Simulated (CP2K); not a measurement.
## Ti under changes of volume

One of the cells (16.731 Å³/atom); the others are scaled copies at fixed shape and fractional positions:

```xyz
1
Lattice="2.8709 0.0000 0.0000 1.4354 2.4862 0.0000 1.4354 0.8287 2.3440" Properties=species:S:1:pos:R:3 pbc="T T T"
Ti    0.0000    0.0000    0.0000
```

This isn't the form of Ti at room conditions, which is hcp.

| Item | Value |
| --- | --- |
| Program | CP2K 2026.2 |
| Functional | r2SCAN |
| Potentials or basis | POTENTIAL_UZH Ti GTH-SCAN-q12; TZVP-MOLOPT-SCAN-GTH basis |
| Density cutoff | 9184 eV |
| k mesh | 11 × 11 × 11 |
| Occupations | fermi-dirac, width 0.05 eV |
| Spin | no spin polarisation |

| volume (Å³/atom) | energy over the lowest point (meV/atom) | pressure (GPa) |
| --- | --- | --- |
| 15.727 | 59.97 | 12.9 |
| 16.062 | 36.90 | 9.8 |
| 16.396 | 19.88 | 7.0 |
| 16.731 | ? | ? |
| 17.065 | 1.87 | 2.1 |
| 17.400 | 0.00 | -0.1 |
| 17.735 | 2.41 | -2.1 |

Task: What does the run at 16.731 Å³/atom give?

Result: Energy over the lowest point 8.36 meV/atom; pressure 4.5 GPa.

Worked out: A Birch-Murnaghan fit of order 3 (a polynomial in V^(-2/3)) to the other rows has its minimum at 17.37 Å³/atom with B0 = V·E''(V) = 106 GPa and B' = 3.5. It gives 8.34 meV/atom at 16.731 Å³/atom, against the run's 8.36, and -dE/dV = 4.3 GPa, against 4.5.

Energies are extrapolated to zero smearing.

Caveats: the basis of atomic orbitals isn't converged, which shifts pressures, moduli and gaps.
